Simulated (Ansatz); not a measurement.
# Kick test of a cell of P

The cell was found from a structure generator's guess, not taken from experiment.

Method: DFT PBE, scalar-relativistic, plane waves, PAW (Ansatz). Plane waves to 420 eV, a k mesh through Γ of 24×24×22 on the computed 1-atom cell and Gaussian smearing (0.10 eV); no spin polarisation.

The cell below (1 atom, space group P6/mmm (No. 191)) is relaxed within its symmetry.

```yaml
crystal:
  lattice:
    - [2.63482, 0.00000, 0.00000]
    - [-1.31741, 2.28182, 0.00000]
    - [0.00000, 0.00000, 2.44945]
  atoms:
    - { symbol: P, position: [0.00000, 0.00000, 0.50000] }
```

For the test a repeat of it with 4 atoms (edges 2.63, 4.56, 4.90 Å) was strained at random (σ = 1.5 % a component), the atoms were moved at random (σ = 0.10 Å), and all was relaxed again on a coarse 8×6×4 mesh (in the run’s order of axes) with 0.20 eV smearing, with no symmetry imposed.

Q: What happens?

A: It doesn't return. The energy falls by 324 meV/atom on that mesh, the volume changes by -0.6 %, and the end has space group Pm-3m (No. 221) at a loose tolerance. Relaxed again on a 22×22×22 mesh with 0.10 eV smearing, the new structure lies 346 meV/atom below the first (mesh in the axes of the run's cell; the cell below is made exact in the group named). Space group Pm-3m (No. 221), cubic, a = 2.444 Å. P is surrounded by 6 P at 2.44 Å.

```xyz
1
Lattice="2.4445 0.0000 0.0000 0.0000 2.4445 0.0000 0.0000 0.0000 2.4445" Properties=species:S:1:pos:R:3 pbc="T T T"
P     0.0000    0.0000    0.0000
```
